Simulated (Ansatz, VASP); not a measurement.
**Two plane-wave programs on LiF**

INCAR

```
PREC = Accurate ; ENCUT = 520
EDIFF = 1E-6 ; ISMEAR = 0
SIGMA = 0.05 ; LREAL = False
LASPH = True ; NELM = 80
ALGO = Normal ; ISIF = 2
LWAVE = False ; LCHARG = True
GGA = PS ; LELF = True
LVHAR = True ; NBANDS = 18
```

KPOINTS

```
Automatic mesh
0
Gamma
  9 9 6
```

POSCAR

```
LiF
1.0
    3.2313337419      0.0000000000      0.0000000000
   -1.6156668709      2.7984171086      0.0000000000
    0.0000000000      0.0000000000      4.3136946053
Li F
2 2
Direct
    0.3333333333      0.6666666667      0.3811542600
    0.6666666667      0.3333333333      0.8811542600
    0.3333333333      0.6666666667      0.9938437400
    0.6666666667      0.3333333333      0.4938437400
```

Input for Ansatz:

```yaml
crystal:
  lattice:
    - [3.2313337419, 0.0, 0.0]
    - [-1.6156668709, 2.7984171086, 0.0]
    - [0.0, 0.0, 4.3136946053]
  atoms:
    - { symbol: Li, position: [0.3333333333, 0.6666666667, 0.38115426] }
    - { symbol: Li, position: [0.6666666667, 0.3333333333, 0.88115426] }
    - { symbol: F, position: [0.3333333333, 0.6666666667, 0.99384374] }
    - { symbol: F, position: [0.6666666667, 0.3333333333, 0.49384374] }
basis:
  ecutwfc: 420
kpoints:
  mp_grid: { grid: [9, 9, 6] }
hamiltonian:
  xc: pbesol
scf:
  occupations: { method: gaussian, width: 0.05 }
output:
  forces: true
  stress: true
  eigenvalues: true
```

Alike in both runs: task single point; functional PBEsol; k mesh 9 × 9 × 6; occupations gaussian, width 0.05 eV; no spin polarisation.

|  | VASP | Ansatz |
| --- | --- | --- |
| version | VASP 6.6.1 | Ansatz 0.2.0 |
| potentials or method | VASP PAW PBE potentials, release 64 (Li_sv, F) | scalar-relativistic, plane waves, PAW |
| plane-wave cutoff (eV) | 520 | 420 |
| valence electrons in the cell | 20 | 20 |

|  | VASP | Ansatz | Ansatz less VASP |
| --- | --- | --- | --- |
| gap on the k mesh at the Fermi level (eV) | 7.59 | 7.60 | +0.014 |
| least direct gap on the mesh (eV) | 7.59 | 7.60 | +0.014 |
| rms of the force components (eV/Å) | 0.673 | 0.633 | -0.0405 |

Atom by atom the forces differ by 0.041 eV/Å (rms over components).

Caveats: the PAW data sets were made with another functional, which shifts forces and pressure a little (VASP); an odd mesh through Γ misses points on the zone boundary, where band edges often lie. Expect the measured gap to be larger: semilocal functionals such as PBEsol lack the derivative discontinuity.
